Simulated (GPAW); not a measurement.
A run of GPAW 26.7.0 is set up as follows.

File run.py:

```python
from ase.dft.bandgap import bandgap
from ase.io import read, write
from ase.units import GPa
from gpaw import GPAW, PW, setup_paths

setup_paths.insert(0, '.')

atoms = read('ZrSe2.xyz')

calc = GPAW(mode=PW(600),
            xc='BLYP',
            kpts={'size': (8, 8, 5), 'gamma': True},
            occupations={'name': 'fermi-dirac', 'width': 0.05},
            nbands=24,
            convergence={'density': 1e-05, 'energy': 1e-05},
            eigensolver='davidson',
            maxiter=150,
            txt='gpaw.txt')
atoms.calc = calc
energy = atoms.get_potential_energy()
forces = atoms.get_forces()
stress = atoms.get_stress()
calc.write('gs.gpw')
write('result.traj', atoms)
print(f'Energy: {energy:.6f} eV')
print('Forces (eV/A):')
print(forces.round(4))
print('Stress (GPa):', (stress / GPa).round(3))
print('Fermi level:', round(calc.get_fermi_level(), 4), 'eV')
print(f'Gap: {bandgap(calc)[0]:.4f} eV, direct: {bandgap(calc, direct=True)[0]:.4f} eV')

path = atoms.cell.bandpath('GMKGALHA,LM,KH', npoints=100, eps=1e-4)
bs_calc = calc.fixed_density(kpts=path, symmetry='off', nbands=39,
                             convergence={'bands': 'CBM+6.0', 'eigenstates': 1e-6}, txt='bands.txt')
bs = bs_calc.band_structure()
bs.write('bs.json')
print(f'Gap on the path: {bandgap(bs_calc)[0]:.4f} eV')
```

The input ZrSe2.xyz:

```xyz
3
Lattice="3.7980000000 0.0000000000 0.0000000000 -1.8990000000 3.2891644836 0.0000000000 0.0000000000 0.0000000000 6.1920000000" Properties=species:S:1:pos:R:3 pbc="T T T"
Zr     0.0000000000      0.0000000000      0.0000000000
Se     1.8990000002      1.0963881611      4.6440000000
Se    -0.0000000002      2.1927763225      1.5480000000
```

Potentials or basis: PAW data sets generated in the run's folder for this functional, pw.

Command:

```sh
$ gpaw-setup -f BLYP Se Zr
$ OMP_NUM_THREADS=1 python run.py
```

**Question.** Predict the largest force.

**Answer.** 0.415 eV/Å.

**Question.** Predict the band gap along the path.

**Answer.** 0.43 eV, indirect (least direct gap 1.06 eV).

**Question.** Predict the pressure.

**Answer.** 5.3 GPa.

**Question.** What does it give for the band gap on the k mesh?

**Answer.** 0.47 eV, indirect (least direct gap 1.06 eV).

Forces on the atoms (eV/Å):
```
Zr   0.000  0.000  0.000
Se   0.000  0.000 -0.415
Se   0.000  0.000  0.415
```

Caveat: this functional lacks dispersion, which binds the layers, so the pressure and a relaxed spacing across them are unreliable.

**Experimental background.**

From “Stress-Tuned Optical Transitions in Layered 1T-MX2 (M= Hf, Zr, Sn; X= S, Se) Crystals”, 2022, arxiv:2210.12074, for a bulk crystal of ZrSe2: band gap 1.2 eV (indirect).

A measured gap of ZrSe2 is 1.2 eV (indirect; quoted in “Stress-Tuned Optical Transitions in Layered 1T-MX2 (M= Hf, Zr, Sn; X= S, Se) Crystals”, 2022, arxiv:2210.12074); the calculated 0.43 eV misses it by -0.77 eV. Spin-orbit coupling on Se, Zr is left out. The value is that of BLYP, without temperature or zero-point motion. Semilocal functionals fall short of measured gaps as a rule.
